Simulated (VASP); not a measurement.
These are PBE GGA, VASP's PBE PAW potentials (set 64) (plane waves; VASP 6.6.1) values and carry that method's errors.

VASP input:

KPOINTS:
```
K-points
0
G
  4 4 4
```

### INCAR
```
SYSTEM = AlSb
PREC = Normal
ENCUT = 350
EDIFF = 1E-8
NELM = 1
ALGO = Exact
LREAL = .FALSE.
LASPH = .TRUE.
ISMEAR = 0
SIGMA = 0.01
GGA = PE
LWAVE = .TRUE.
LCHARG = .FALSE.
NBANDS = 878
LOPTICS = .TRUE.
```

### POSCAR
```
AlSb
1
    0.0000000000     3.0700000000     3.0700000000
    3.0700000000     0.0000000000     3.0700000000
    3.0700000000     3.0700000000     0.0000000000
Al Sb
1 1
Direct
  0.0000000000   0.0000000000   0.0000000000
  0.2500000000   0.2500000000   0.2500000000
```

POTCAR, in this order: Al_GW Sb_d_GW (PBE.64 set). Program: vasp_std. Read from the step before: WAVECAR.

Output

File OSZICAR:
```
       N       E                     dE             d eps       ncg     rms          rms(c)
DIA:   1    -0.810348590650E+01   -0.81035E+01    0.00000E+00     0   0.000E+00
   1 F= -.81034859E+01 E0= -.81034859E+01  d E =-.186760E-90
 imaginary and real dielectric function
```

OUTCAR:
```


 plasma frequency squared (from intraband transitions) (eV^2)
  --------------------------------------------------------------------------------------
       0.000       0.000      -0.000
      -0.000       0.000       0.000
       0.000      -0.000       0.000

 plasma frequency squared (from interband transitions, int dw w eps(2)(w)) (eV^2)
  --------------------------------------------------------------------------------------
     560.737       0.000       0.000       0.000      -0.000       0.000
       0.000      -0.000     560.737       0.000       0.000       0.000
      -0.000      -0.000       0.000      -0.000     560.737       0.000
```
(Selected blocks of OUTCAR.)

**OUTCAR**
```
 val. band max:        3.4495794740   @ k =   0.0000   0.0000   0.0000

 cond. band min:       4.6636043508   @ k =   0.5000   0.5000   0.0000



 k-point     1 :       0.0000    0.0000    0.0000
  band No.  band energies     occupation
      1     -24.6741      2.00000
      2     -24.6741      2.00000
      3     -24.6741      2.00000
      4     -24.6531      2.00000
      5     -24.6531      2.00000
      6      -7.2737      2.00000
      7       3.4496      2.00000
      8       3.4496      2.00000
      9       3.4496      2.00000
     10       5.0374      0.00000
     11       6.5513      0.00000
     12       6.5513      0.00000
     13       6.5513      0.00000
     14       9.9787      0.00000
     15      11.2264      0.00000
     16      11.2264      0.00000
     17      12.9186      0.00000
     18      12.9186      0.00000
     19      12.9186      0.00000
     20      16.0479      0.00000
     21      23.8753      0.00000
     22      23.8753      0.00000
     23      23.8753      0.00000
     24      24.1590      0.00000
     25      24.1590      0.00000
     26      24.1590      0.00000
     27      25.7520      0.00000
     28      25.7520      0.00000
     29      26.2916      0.00000
     30      26.2916      0.00000
     31      26.2916      0.00000
     32      31.9752      0.00000
     33      32.2198      0.00000
     34      32.2198      0.00000
     35      32.2198      0.00000
     36      34.1380      0.00000
     37      35.6978      0.00000
     38      35.6978      0.00000
     39      36.3692      0.00000
     40      36.3692      0.00000
     41      36.3692      0.00000
     42      36.6260      0.00000
     43      36.6262      0.00000
     44      36.6262      0.00000
     45      39.0507      0.00000
     46      39.0507      0.00000
     47      39.0507      0.00000
     48      39.0848      0.00000
     49      39.0848      0.00000
     50      39.0848      0.00000
     51      39.3582      0.00000
     52      39.3582      0.00000
...
```

The density is held fixed in this step, so its total energy and stress have no physical meaning. Unless said otherwise, spin-orbit coupling is left out, though it shifts the bands of the heavy elements here.

The compound is AlSb in the zinc blende structure. The cell was not relaxed at this level. The k-mesh is coarse (spacing up to 0.44 per Å, 2π included), so the numbers may not be converged in it.
